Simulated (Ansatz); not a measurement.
This guess for Os is about to be relaxed.

```yaml
crystal:
  lattice:
    - [2.10756, 0.00000, 0.00000]
    - [0.00000, 2.10756, 0.00000]
    - [0.00000, 0.00000, 6.29093]
  atoms:
    - { symbol: Os, position: [0.00000, 0.00000, 0.50000] }
```

All numbers below come from DFT PBE, scalar-relativistic, plane waves, PAW (Ansatz 0.2.0). Cutoff 420 eV, Gaussian smearing, Γ-centred meshes. Cell and atoms relax first on a coarse mesh and then on a finer one. In between, the cell is made exact in the group found at 0.06 Å. In metals the finer mesh still leaves noise of several meV/atom or more. The steps can't lower the symmetry of their start. No spin polarisation in the relaxation; trial moments died out in a coarse test.

A guess keeps its type if space group and coordination stay and the shape of the cell changes little (axis ratios within about 15 %, angles within 6°); the volume may change.

Question: Will the relaxed cell still be of the starting type?

Answer: It doesn't keep its type. The symmetry goes from P4/mmm (No. 123) to Pm-3m (No. 221). The end has the simple cubic type. The volume per atom shrinks by 40.2 %, from 27.9 to 16.7 Å³. The shortest distance goes from 2.11 Å (Os–Os) to 2.56 Å (Os–Os). Counting neighbours within 15 % of an atom's shortest distance, the start has Os 4 and the end Os 6. In detail, at the end Os is surrounded by 6 Os at 2.56 Å.

```yaml
crystal:
  lattice:
    - [2.55673, 0.00000, 0.00000]
    - [0.00000, 2.55673, 0.00000]
    - [0.00000, 0.00000, 2.55673]
  atoms:
    - { symbol: Os, position: [0.00000, 0.00000, 0.00000] }
```

The last run used a 20×20×22 mesh (in the run's order of axes) for its 1-atom cell and Gaussian smearing of 0.10 eV. These runs have no spin–orbit coupling, which can matter for Os. Symmetry constrained the relaxation, so the result can be a saddle point.
